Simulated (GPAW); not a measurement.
Crystal: TiSe.

```xyz
4
Lattice="4.1784 0.0000 0.0000 0.0000 4.1784 0.0000 0.0000 0.0000 5.9844" Properties=species:S:1:pos:R:3 pbc="T T T"
Se    0.0000    2.0892    4.5515
Se    2.0892    0.0000    1.4329
Ti    0.0000    0.0000    0.0000
Ti    2.0892    2.0892    0.0000
```

The cell comes from a database or a generator and needn't be the stable form of this composition.

Base run:

| Item | Value |
| --- | --- |
| Program | GPAW 26.7.0 |
| Functional | PBEsol |
| Potentials or basis | PAW data sets generated in the run's folder for this functional |
| Cutoff | 600 eV |
| Basis | pw |
| k mesh | 6 × 6 × 4 |
| Occupations | fermi-dirac, width 0.05 eV |
| Spin | no spin polarisation |
| Hubbard terms | Ti d U = 1 eV |

Its results: pressure -2.4 GPa; largest force 0.163 eV/Å.

Problem. The run is repeated on the same cell with these changes: hubbard terms from Ti d U = 1 eV to Ti d U = 8 eV. What comes out?

Solution. Pressure 13.8 GPa; largest force 2.194 eV/Å.

Caveats: this functional lacks dispersion, which binds the layers, so the pressure and a relaxed spacing across them are unreliable; U without spin polarisation on a metal has little footing (some runs); forces of over 1 eV/Å show positions far from the minimum, so gaps and moduli don't describe the material at rest (some runs).

Not every run made on this cell is shown here.
